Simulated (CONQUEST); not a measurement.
**P under changes of volume**

One of the cells (20.458 Å³/atom); the others are scaled copies at fixed shape and fractional positions:

```xyz
8
Lattice="3.2955 0.0000 0.0000 0.0000 4.5436 0.0000 0.0000 0.0000 10.9301" Properties=species:S:1:pos:R:3 pbc="T T T"
P     0.0000    2.6754    9.8824
P     1.6477    2.6754    4.4173
P     0.0000    1.8683    1.0477
P     1.6477    1.8683    6.5128
P     0.0000    0.4035    6.5128
P     1.6477    0.4035    1.0477
P     0.0000    4.1401    4.4173
P     1.6477    4.1401    9.8824
```

* Program: CONQUEST 1.3
* Functional: PBE
* Potentials or basis: PseudoDojo NC PBE, SZP, grid of 32 × 48 × 108 points
* k mesh: 8 × 6 × 3
* Occupations: fermi-dirac, width 0.05 eV
* Spin: no spin polarisation

| volume (Å³/atom) | energy over the lowest point (meV/atom) | pressure (GPa) | gap on the mesh (eV) | largest force (eV/Å) |
| --- | --- | --- | --- | --- |
| 19.230 | 132.58 | 14.7 | 0.08 | 2.419 |
| 19.639 | 97.99 | 12.4 | 0.10 | 2.172 |
| 20.049 | 68.97 | 10.4 | 0.12 | 1.946 |
| 20.458 | ? | ? | ? | ? |
| 20.867 | 25.87 | 6.6 | 0.18 | 1.537 |
| 21.276 | 10.98 | 5.0 | 0.21 | 1.353 |
| 21.685 | 0.00 | 3.7 | 0.25 | 1.187 |

Problem. What does the run at 20.458 Å³/atom give?

Solution. Energy over the lowest point 45.07 meV/atom; pressure 8.4 GPa; gap on the mesh 0.15 eV; largest force 1.732 eV/Å.

Worked out: A Birch-Murnaghan fit of order 3 (a polynomial in V^(-2/3)) to the other rows has no minimum within the range. It gives 45.08 meV/atom at 20.458 Å³/atom, against the run's 45.07, and -dE/dV = 8.4 GPa, against 8.4.

Energies are extrapolated to zero smearing.

Caveats: the atomic basis is small; an odd mesh through Γ misses points on the zone boundary, where band edges often lie; this functional lacks dispersion, which binds the layers, so the pressure and a relaxed spacing across them are unreliable; the basis of atomic orbitals isn't converged, which shifts pressures, moduli and gaps; forces of over 1 eV/Å show positions far from the minimum, so gaps and moduli don't describe the material at rest.
